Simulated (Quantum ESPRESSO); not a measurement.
Al in Quantum ESPRESSO: the effect of functional

Al:

```xyz
1
Lattice="0.0000 2.0248 2.0248 2.0248 0.0000 2.0248 2.0248 2.0248 0.0000" Properties=species:S:1:pos:R:3 pbc="T T T"
Al    0.0000    0.0000    0.0000
```

Alike in all runs:

```yaml
Program: Quantum ESPRESSO 7.5
Task: phonon dispersion
Cutoff: 612 eV
Density_cutoff: 4898 eV
k_mesh: 12 × 12 × 12
Occupations: cold, width 0.2 eV
Spin: no spin polarisation
```

Each run relaxes the cell or the atoms first.

```tsv
functional	potentials or basis	relaxed volume (Å³/atom)	highest phonon frequency (cm⁻¹)
LDA	GBRV 1.5 LDA	?	?
PBE	GBRV 1.5 PBE	16.53	341
PBEsol	GBRV 1.5 PBEsol	16.20	349
```

Q: What does the run with functional LDA give?

A: Relaxed volume 15.84 Å³/atom; highest phonon frequency 350 cm⁻¹.
